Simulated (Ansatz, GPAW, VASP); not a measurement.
GaSb: 3 runs at one level of theory

```
Sb Ga
1.0
     0.00000    3.05900    3.05900
     3.05900    0.00000    3.05900
     3.05900    3.05900    0.00000
Sb Ga
1 1
Direct
  0.75000 0.75000 0.75000
  0.00000 0.00000 0.00000
```

Alike in all runs: task single point; functional PBE; k mesh 8 × 8 × 8; occupations gaussian, width 0.03 eV; no spin polarisation; no spin-orbit coupling. Pressure is positive in compression and, in plane waves, holds the error of the finite cutoff.

```csv
program and potentials,plane-wave cutoff (eV),notes,band gap (eV),pressure (GPa)
"Ansatz, all-electron LAPW, scalar-relativistic",-,-,0.04,2.31
"VASP, PBE PAW files Ga_d, Sb, 520 eV",520,-,0.04,2.40
"GPAW, GPAW PAW data sets (gpaw-data 1.2.1)",600,-,0.09,2.31
```

The band gap spans 0.04 (VASP, PBE PAW files Ga_d, Sb, 520 eV) to 0.09 eV (GPAW, GPAW PAW data sets (gpaw-data 1.2.1)), with all-electron results at 0.04. The pressure spans 2.31 (GPAW, GPAW PAW data sets (gpaw-data 1.2.1)) to 2.40 GPa (VASP, PBE PAW files Ga_d, Sb, 520 eV), with all-electron results at 2.31. Spin-orbit coupling, left out here, moves the band edges of heavy atoms.

The functional is the same throughout but for its coding, so the spread measures potentials, basis and numerics; runs on potential files found faulty are left out.

All three runs give GaSb an almost vanishing gap, whereas the real material is a direct-gap semiconductor with a clearly larger one. The likely cause is the semilocal functional, which lacks the derivative discontinuity and places the Ga 3d states too high, so that their repulsion pushes up the Sb 5p-like valence top. The conduction minimum at Γ is strongly s-like and antibonding, which makes it sensitive to volume and to the potential near the nuclei; the latter may explain the slightly wider gap in GPAW.

The positive pressure means that the cell is smaller than PBE would choose, in keeping with this functional's usual underbinding of III-V semiconductors. Since compression raises the s-like conduction edge relative to the valence top, relaxing the lattice would probably narrow the gap further or close it. Agreement in one quantity doesn't guarantee it in the other: GPAW matches the all-electron pressure but not the gap, and VASP does the reverse. The close agreement overall supports the numerics, not the near-metallic picture.
